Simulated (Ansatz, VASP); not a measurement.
One calculation of CdF2, two programs

```xyz
3
Lattice="0.0000 2.6921 2.6921 2.6921 0.0000 2.6921 2.6921 2.6921 0.0000" Properties=species:S:1:pos:R:3 pbc="T T T"
Cd    0.0000    0.0000    0.0000
F     1.3460    1.3460    1.3460
F     4.0381    4.0381    4.0381
```

Alike in both runs: functional PBEsol; k mesh 8 × 8 × 8; occupations gaussian, width 0.02 eV; no spin polarisation.

Ansatz relaxed the structure, and its values are those at the end. VASP's run is a single point on that final structure, the one shown.

```csv
,VASP,Ansatz
version,VASP 6.6.1,Ansatz 0.2.0
potentials or method,"VASP PAW PBE potentials, release 64 (Cd, F)","scalar-relativistic, plane waves, PAW"
plane-wave cutoff (eV),520,420
valence electrons in the cell,26,34
```

VASP gave:

- gap on the k mesh at the Fermi level (eV): 2.91
- least direct gap on the mesh (eV): 3.40
- pressure (GPa): 0.8

Q: Estimate Ansatz's values.

A: gap on the k mesh at the Fermi level (eV): 2.94; least direct gap on the mesh (eV): 3.43; pressure (GPa): 0.0.

The two sets of potentials don't hold the same shells in valence.

Caveats: the PAW data sets were made with another functional, which shifts forces and pressure a little (VASP). A k mesh can miss the band edges.
